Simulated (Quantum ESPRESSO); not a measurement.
Ta in Quantum ESPRESSO: the effect of target pressure

The system is Ta.

```
CELL_PARAMETERS angstrom
-1.65128 1.65128 1.65128
1.65128 -1.65128 1.65128
1.65128 1.65128 -1.65128
ATOMIC_POSITIONS crystal
Ta 0.00000 0.00000 0.00000
```

Alike in all runs:

- Program: Quantum ESPRESSO 7.5
- Task: relaxation of cell and atoms
- Functional: PBE
- Potentials or basis: SSSP 1.3 efficiency PBE
- Cutoff: 857 eV
- Density cutoff: 6884 eV
- k mesh: 11 × 11 × 11
- Occupations: fermi-dirac, width 0.05 eV
- Spin: no spin polarisation

Each run relaxes the cell or the atoms first.

```csv
target pressure,relaxed volume (Å³/atom)
0 GPa,18.23
2 GPa,18.04
5 GPa,17.79
10 GPa,?
20 GPa,16.74
30 GPa,16.19
```

Problem. What does the run with target pressure 10 GPa give?

Solution. Relaxed volume 17.40 Å³/atom.

Worked out: In Murnaghan's law V^(-B') rises as a straight line in P. The other rows fit best with B' = 4.1, V0 = 18.23 Å³/atom and B0 = 197 GPa, which gives 17.40 Å³/atom at 10 GPa, against the run's 17.40.
